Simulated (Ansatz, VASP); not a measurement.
## HgTe: VASP beside Ansatz

File INCAR:

```
PREC = Accurate
ENCUT = 520
EDIFF = 1E-6
ISMEAR = 0
SIGMA = 0.15
LREAL = False
LASPH = True
NELM = 100
ALGO = Fast
ISIF = 2
LWAVE = False
LCHARG = False
GGA = PS
NBANDS = 16
```

File KPOINTS:

```
Automatic mesh
0
Gamma
  14 14 14
```

File POSCAR:

```
HgTe
1.0
    0.0000000000      3.0771170000      3.0771170000
    3.0771170000      0.0000000000      3.0771170000
    3.0771170000      3.0771170000      0.0000000000
Hg Te
1 1
Direct
    0.0000000000      0.0000000000      0.0000000000
    0.5162489759      0.5162489759      0.4837510241
```

Input for Ansatz:

```yaml
crystal:
  lattice:
    - [0.0, 3.077117, 3.077117]
    - [3.077117, 0.0, 3.077117]
    - [3.077117, 3.077117, 0.0]
  atoms:
    - { symbol: Hg, position: [0.0, 0.0, 0.0] }
    - { symbol: Te, position: [0.5162489759, 0.5162489759, 0.4837510241] }
basis:
  ecutwfc: 420
kpoints:
  mp_grid: { grid: [14, 14, 14] }
hamiltonian:
  xc: pbesol
scf:
  occupations: { method: gaussian, width: 0.15 }
output:
  forces: true
  stress: true
  eigenvalues: true
```

Change from the starting cell: all Te atoms moved -0.100 Å, as atom 2 towards its neighbour atom 1 (Hg) at 3.077 Å.

Alike in both runs: task single point; functional PBEsol; k mesh 14 × 14 × 14; occupations gaussian, width 0.15 eV; no spin polarisation.

|  | VASP | Ansatz |
| --- | --- | --- |
| version | VASP 6.6.1 | Ansatz 0.2.0 |
| potentials or method | VASP PAW PBE potentials, release 64 (Hg, Te) | scalar-relativistic, plane waves, PAW |
| plane-wave cutoff (eV) | 520 | 420 |
| valence electrons in the cell | 18 | 36 |

```tsv
	VASP	Ansatz	Ansatz less VASP
gap on the k mesh at the Fermi level (eV)	none	none	-
pressure (GPa)	-3.3	-3.4	-0.14
largest component of the traceless stress (GPa)	0.33	0.33	-0.006
rms of the force components (eV/Å)	0.083	0.081	-0.0019
```

Atom by atom the forces differ by 0.002 eV/Å (rms over components). A gap of «none» marks a metal or a gap that the smearing closes. The two sets of potentials don't hold the same shells in valence.

Caveats: the PAW data sets were made with another functional, which shifts forces and pressure a little (VASP). The runs have no spin-orbit coupling, so splittings on Hg, Te are missing.
